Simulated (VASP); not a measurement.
Crystal: CeO.

```
CELL_PARAMETERS angstrom
0.00000 2.63318 2.63318
2.63318 0.00000 2.63318
2.63318 2.63318 0.00000
ATOMIC_POSITIONS crystal
Ce 0.00000 0.00000 0.00000
O 0.25000 0.25000 0.25000
```

The cell comes from a database or a generator and needn't be the stable form of this composition.

Program: VASP 6.6.1. Alike in all runs: task single point; potentials or basis VASP PAW PBE potentials, release 64 (Ce, O); spin collinear, random start; cell as given; k mesh 6 × 6 × 6; cutoff (eV) 520; smearing gaussian 0.05 eV.

Order these runs on this cell by their pressure, lowest first.
A. level PBEsol+U; U Ce f U = 4 eV
B. level PBE+U; U Ce f U = 4 eV
C. level PBE+U; U Ce f U = 5 eV

A (16.2 GPa), B (21.8 GPa), C (24.2 GPa).

Caveats: the magnetic or orbital state may not be the lowest; the PAW data sets were made with another functional, which shifts forces and pressure a little (some runs).

Not every run made on this cell is shown here.
